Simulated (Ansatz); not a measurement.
A relaxed 1×1 slab of 6 planes, cut along (100) from a fcc crystal of one element, has a cell area of 11.48 Å² and a bulk spacing of 2.396 Å between its first planes. All-electron LAPW in Ansatz 0.2.0 (PBE, scalar-relativistic, no spin polarisation) gives γ = 0.19 J/m², Φ = 4.25 eV and a change of the outer spacing of -10.9 %. The fcc structure needn't be the element's own.

Question: Which element is it?

Answer: Sb. This is the case that was computed; others weren't tested.
